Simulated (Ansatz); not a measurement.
Run this with Ansatz's Python interface and show what comes out.

`si.xyz`
```text
4
Lattice="3.83131746 0.0 0.0 -1.91565873 3.31801825 0.0 0.0 0.0 6.332622" Properties=species:S:1:pos:R:3 pbc="T T T"
Si   -0.00000002    2.21201218    0.39901535
Si    1.91565875    1.10600607    3.56532635
Si   -0.00000002    2.21201218    2.76729565
Si    1.91565875    1.10600607    5.93360665
```

`compress_si.py`:
```python
"""Cell of Si under pressure."""

from dataclasses import dataclass

import ansatz as az
import numpy as np
import pandas as pd


@dataclass(frozen=True)
class RunConfig:
    vdw: str = "d3bj"
    kmesh: tuple[int, ...] = (8, 8, 4)
    tolerance: float = 1e-10


settings = RunConfig()

def edges_and_angles(cell):
    cell = np.asarray(cell)
    a, b, c = np.linalg.norm(cell, axis=1)
    cosines = cell[1] @ cell[2] / (b * c), cell[0] @ cell[2] / (a * c), cell[0] @ cell[1] / (a * b)
    return (a, b, c, *np.degrees(np.arccos(cosines)))


def main() -> None:
    cell = az.Crystal.from_extxyz("si.xyz")

    setup = (
        cell.calculation()
        .functional(az.Functional.PBE, dispersion=settings.vdw)
        .pseudopotentials("paw")
        .basis(19 * az.Ha)
        .kpoints(*settings.kmesh, center="gamma")
        .occupations(az.OccupationsMethod.FERMI_DIRAC)
        .scf(tolerance=settings.tolerance)
    )

    # H = F + PV, with 1 GPa A^3 = 1/160.21766 eV
    rows = []
    for pressure in [0, 10, 20, 30, 40]:
        outcome = setup.relax(cell=True, pressure=pressure).run(threads=1)
        cell = outcome.lattice.cell_ang
        n_atoms = len(outcome.lattice.sites)
        volume = abs(np.linalg.det(cell)) / n_atoms
        enthalpy = outcome.report["free_energy_ev"] / n_atoms + pressure * volume / 160.21766
        rows.append((pressure, volume, enthalpy, *edges_and_angles(cell)))
        print(f"{pressure} GPa done: {volume:.4f} A^3/atom")

    table = pd.DataFrame(rows, columns=["P_GPa", "V_A3_atom", "H_eV_atom", "a", "b", "c", "alpha", "beta", "gamma"])
    print(table.round(4).to_string(index=False))
    p, v = np.array([row[0] for row in rows], float), np.array([row[1] for row in rows])
    print("mean bulk modulus between rows (GPa):", np.round(-np.diff(p) / np.diff(np.log(v)), 1))


if __name__ == "__main__":
    main()
```

`python compress_si.py` gives:
```text
0 GPa done: 19.8996 A^3/atom
10 GPa done: 18.2032 A^3/atom
20 GPa done: 17.0381 A^3/atom
30 GPa done: 16.1450 A^3/atom
40 GPa done: 15.4117 A^3/atom
 P_GPa  V_A3_atom  H_eV_atom      a      b      c  alpha  beta  gamma
     0    19.8996  -636.1099 3.8167 3.8167 6.3097   90.0  90.0  120.0
    10    18.2032  -634.9249 3.7023 3.7023 6.1337   90.0  90.0  120.0
    20    17.0381  -633.8269 3.6183 3.6183 6.0109   90.0  90.0  120.0
    30    16.1450  -632.7924 3.5493 3.5493 5.9194   90.0  90.0  120.0
    40    15.4117  -631.8083 3.4861 3.4861 5.8574   90.0  90.0  120.0
mean bulk modulus between rows (GPa): [112.2 151.2 185.7 215.1]
```

The volume falls from 19.90 Å³ an atom at 0 GPa to 15.41 at 40 GPa, by 22.6 %. Between 0 and 10 GPa, -V dP/dV is about 112 GPa, a mean over that step.

Reading the output:
- Total energies depend on the potentials; only differences at equal settings carry meaning.
- At a fixed pressure a relaxation lowers the enthalpy F + PV, while F alone can rise.
- Dispersion corrections can be off by several per cent in the lattices of metals, and by several GPa in the pressure at a fixed cell.
- This isn't the structure that Si takes at ambient conditions.
- Symmetry holds the cell in this phase, whether or not it is the stable one at each pressure.
- Finished in 52 s on 1 thread of Arm Neoverse V2, on a shared host, peak memory 0.48 GiB.
